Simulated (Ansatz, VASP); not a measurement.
# Gd in VASP and in Ansatz

```
CELL_PARAMETERS angstrom
0.00000 2.63653 2.63653
2.63653 0.00000 2.63653
2.63653 2.63653 0.00000
ATOMIC_POSITIONS crystal
Gd 0.00000 0.00000 0.00000
```

Change from the starting cell: volume scaled by 1.06.

Alike in both runs: task single point; functional PBE; k mesh 9 × 9 × 9; occupations fermi-dirac, width 0.05 eV; collinear spin.

|  | VASP | Ansatz |
| --- | --- | --- |
| version | VASP 6.6.1 | Ansatz 0.2.0 |
| potentials or method | VASP PAW PBE potentials, release 64 (Gd), cutoff 520 eV | all-electron LAPW, scalar-relativistic |

VASP gave:

- gap on the k mesh at the Fermi level (eV): none
- pressure (GPa): -2.8
- net moment per atom (μB): 7.69
- size of the moment on the site where the two differ most (μB): 6.99

**Question.** Estimate Ansatz's values.

**Answer.** gap on the k mesh at the Fermi level (eV): none; pressure (GPa): -2.5; net moment per atom (μB): 7.67; size of the moment on the site where the two differ most (μB): 7.51.

Site moments also hang on the region over which each program counts them. A gap of «none» marks a metal or a gap that the smearing closes. Ansatz ran all-electron here, so the differences hold the error of VASP's frozen core and of both bases.

Caveats: spin-orbit coupling is left out, which moves the levels of the heavy elements; an open f shell can end in a state above the lowest (Ansatz). The state reached can hang on the start; a lower one may exist.
